**Question: Does SnTe really go soft near 30 Å³ per atom?**

I have hybrid-functional pressures for rocksalt SnTe at nine volumes and want an equation of state. The pressure falls steadily as the cell expands, but its slope behaves oddly.

Rocksalt SnTe (two-atom cell) at fixed volumes, computed with Ansatz 0.2.0 using the HSE06 functional, PAW potentials and a 420 eV plane-wave cutoff, without spin polarisation or spin-orbit coupling. The k mesh is 6×6×6, with Fermi-Dirac smearing of 0.02 eV. Pressure is positive in compression.

```
volume (Å³/atom)  shortest distance (Å)  pressure (GPa)
          28.702                  3.062           6.400
          29.608                  3.094           4.200
          30.069                  3.110           3.300
          30.534                  3.126           2.600
          31.344                  3.153           1.300
          31.478                  3.157           1.100
          32.441                  3.189          -0.300
          33.424                  3.221          -1.500
          33.673                  3.229          -1.800
```

I turned neighbouring rows into a stiffness, $K=-V\,\Delta P/\Delta V$, where $P$ is the pressure and $V$ the volume. On expansion I expected $K$ to fall smoothly. With finer digits of the pressures it drops from 58 to 48 GPa around 30 Å³/atom, and then hardly changes over the next two intervals. Is this noise in the stress, a real softening of the bonds that calls for a more flexible curve, or something else?

**Answer**

Most of what you see is ordinary. Squeezing the crystal confines its electrons and pushes closed shells into each other, and both cost more energy the closer the atoms already are. A compressed cell therefore resists further compression more strongly. Over your whole range $K$ falls from about 68 to 37 GPa on expansion, and only the uneven stretch in the middle needs a special cause.

Noise is a fair first suspicion, because the stress was only loosely converged. The total energies offer a separate check, since the energy change between two volumes also gives a mean pressure. The two routes agree within about 0.03 GPa in every interval. That bounds the noise but does not yet exclude it, because the smooth curve fitted below misses the pressures by 0.03 GPa typically and 0.05 GPa at worst, which is the same scale. The stronger evidence comes further on: a curve tied to the electronic levels follows all nine pressures to 0.003 GPa, which random scatter large enough to make the dip would hardly allow.

Softening bonds are the more tempting answer. A smooth equation of state with one extra term can bend to follow part of the irregularity, and the result looks like a property of the material. But such a curve has no reason to bend at this particular volume. The electronic levels do have one.

The same calculations give the gap between the filled and empty bands at L, a point on the boundary of the Brillouin zone. In the widest cell it is 0.38 eV. On compression it shrinks almost to nothing by 30.534 Å³/atom, and then opens again to 0.22 eV in the smallest cell. The natural reading is that the two bands change places, although their orbital character was not examined. One further sign fits this reading. In the three smallest cells the smallest gap found off the mesh stays at 0.03 to 0.04 eV while the gap at L grows, and at 29.608 and 30.069 Å³/atom the bottom of the empty band lies just beside L, as expected for inverted bands.

Call the two states A and B, with A the lower one in wide cells. Far on the expanded side, A holds the electrons and the pressure follows one smooth curve. Far on the compressed side, B holds them and the pressure follows another. Near the crossing the electrons change over, and the pressure passes from one curve to the other.

The direction of that passage follows from the gap. Expansion raises B relative to A, so an electron in A gains more from expansion than one in B and pushes outward harder. As the cell expands through the crossing, electrons move from B to A and the pressure gets a small lift. This lift offsets part of the normal fall, so the crystal looks too soft there.

The height of the lift can be estimated from the gap alone. At fixed filling, the pressure is minus the slope of the energy with volume. Moving two electrons from B to A at mesh points of total weight $w$ therefore changes the pressure by

$$
\Delta P = 2w\,\frac{dE_g}{dV_\text{cell}},
$$

where $E_g$ is the energy of B minus that of A, and $V_\text{cell}$ is the volume of the two-atom cell.

The L points make up 4 of the 216 points in the mesh, so $w=4/216\approx0.0185$. In the wide cells $E_g$ grows by about 0.105 eV for each Å³ per atom, which is 0.052 eV for each Å³ of the cell. Hence $\Delta P \approx 2\times0.0185\times0.052 \approx 0.0019$ eV/Å³. One eV/Å³ is about 160 GPa, so the lift is about 0.31 GPa.

The smearing of the occupations decides how gradually the lift arrives. Near the crossing the Fermi level lies midway between the two states, so the share of electrons in A is

$$
s=\frac{1}{1+e^{-E_g/(2k_BT)}},\qquad k_BT=0.02\ \text{eV}.
$$

This share rises from 0.05 at 29.608 to 0.97 at 31.344 Å³/atom. Nearly half of the changeover falls between 30.069 and 30.534 Å³/atom, just where your stiffness dips.

Subtracting the estimated lift from the pressures is a direct test, because its height and position come from the gaps. The stiffness in the interval of the dip rises from 48 to 57 GPa, and the whole sequence then falls at every step on expansion. The plateau disappears together with the dip. This checks the position of the lift more sharply than its height, since a somewhat smaller or larger step would be expected to give a falling sequence as well.

A second test lets two curves compete for all nine pressures, each with four adjustable constants. One is a smooth Birch–Murnaghan curve with an extra term, and the other spends its fourth constant on the height of the lift. The typical misfit is 0.03 GPa for the first and 0.003 GPa for the second, as the output below shows. The band crossing describes these data far better than general softening does, though a good fit is not in itself a proof of cause.

The fitted lift is 0.35 GPa, so the estimate of 0.31 GPa is about 12% below it. The likely reason is that the slope of the gap steepens on compression, from 0.0945 eV per Å³/atom in the widest interval to 0.109 between 31.478 and 32.441 Å³/atom, so the slope at the crossing should exceed the average used here. The two smallest cells give only 0.32 GPa, but that figure is less safe. The occupations show a further pair of empty levels at L closing in on compression, and in the smallest cell the gap may no longer be the spacing of A and B. The slope measured straight across the crossing would give 0.49 GPa, but there, with exact exchange in the functional, the levels are expected to respond to their own changing occupation as well. The simple model thus gives the position and rough size of the lift, but not its exact height.

Whether a real crystal would show the same dip is another matter. Here each L point stands for a finite piece of the Brillouin zone, and that whole piece changes over at once. On a finer mesh the weight of each point shrinks, and points near L have their own gaps, so I would expect the dip to weaken and spread out. That expectation is untested, and repeating a few volumes around 30 Å³/atom with a denser mesh would settle it.

The crossing volume also belongs to this level of theory. Spin-orbit coupling, which is left out here, changes the gap at L noticeably in a compound of such heavy atoms, and would move the crossing.

For your equation of state, I would not read the dip as a material property or add a smooth term to absorb it. Look first at the gap at the mesh points for each volume, not at the smallest gap overall, which here hardly reopens. Where a gap closes and reopens at a mesh point, expect a lift in pressure on expansion that grows with the weight of that point and with the slope of the gap.

Output of the analysis:

```
Stiffness between each row and the one before:
     row  stiffness GPa  stiffness without predicted step GPa  signed gap at L eV  share in state lower in wide cells
  28.702            n/a                                   n/a             -0.2171                             0.00437
  29.608          68.08                                 68.53             -0.1182                             0.04949
  30.069          58.22                                 61.56             -0.0517                              0.2154
  30.534          48.07                                 56.96             0.02567                              0.6551
  31.344          49.85                                 53.54              0.1343                              0.9664
  31.478          49.36                                 50.13              0.1498                              0.9769
  32.441          46.63                                 46.85              0.2545                              0.9983
  33.424          40.87                                 40.89              0.3525                              0.9999
  33.673          37.39                                  37.4               0.376                              0.9999
Volume at zero pressure, interpolated (A^3/atom): 32.23
Largest gap between energy-derived and mean printed pressure (GPa): 0.03166
Weight of the L points in the mesh (percent): 1.852
Slope of gap with volume per atom, wide cells (eV per A^3/atom): 0.1046
Predicted pressure step, slope from wide cells (GPa): 0.3103
Predicted pressure step, slope from the two smallest cells (GPa): 0.324
Predicted pressure step, slope across the crossing (GPa): 0.4936
Predicted step as part of the whole pressure fall (percent): 3.797
fit of p on 9 rows: coefficient of b0 0.02728 +/- 0.027, coefficient of b1 130.6 +/- 1.4, coefficient of b2 -419.4 +/- 142, coefficient of b3 9897 +/- 3331; rms 0.0315, worst 32.441 0.053, leave-one-out rms 0.141
fit of p on 9 rows: coefficient of b0 -0.3664 +/- 0.0091, coefficient of b1 137.1 +/- 0.21, coefficient of b2 66.06 +/- 5.1, coefficient of share 0.3527 +/- 0.0095; rms 0.00314, worst 30.534 -0.00688, leave-one-out rms 0.00502
Fitted height of the pressure step (GPa): 0.3527
Rms misfit of flexible smooth curve over that of curve with step: 10.02
```
